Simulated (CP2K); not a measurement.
GaN:

```
Ga N
1.0
     3.18000    0.00000    0.00000
    -1.59000    2.75396    0.00000
     0.00000    0.00000    5.16600
Ga N
2 2
Direct
  0.66667 0.33333 0.50000
  0.33333 0.66667 0.00000
  0.66667 0.33333 0.87500
  0.33333 0.66667 0.37500
```

Base run:

```yaml
Program: CP2K 2026.2
Functional: PBE
Potentials_or_basis: POTENTIAL_UZH Ga GTH-PBE-q13, N GTH-PBE-q5; TZVP-MOLOPT-PBE-GTH basis
Density_cutoff: 6123 eV
k_mesh: 10 × 10 × 5
Occupations: fermi-dirac, width 0.05 eV
Spin: no spin polarisation
```

Its results: band gap on the k mesh 1.94 eV, direct; pressure 9.4 GPa.

**Question.** The run is repeated on the same cell with these changes: functional from PBE to RPBE. What comes out?

**Answer.** Band gap on the k mesh 2.03 eV, direct; pressure 12.2 GPa.

RPBE binds less tightly than PBE, so the same cell stands under more pressure.

Caveats: the basis of atomic orbitals isn't converged, which shifts pressures, moduli and gaps; the potentials were made for another functional, which shifts forces and pressure (some runs).
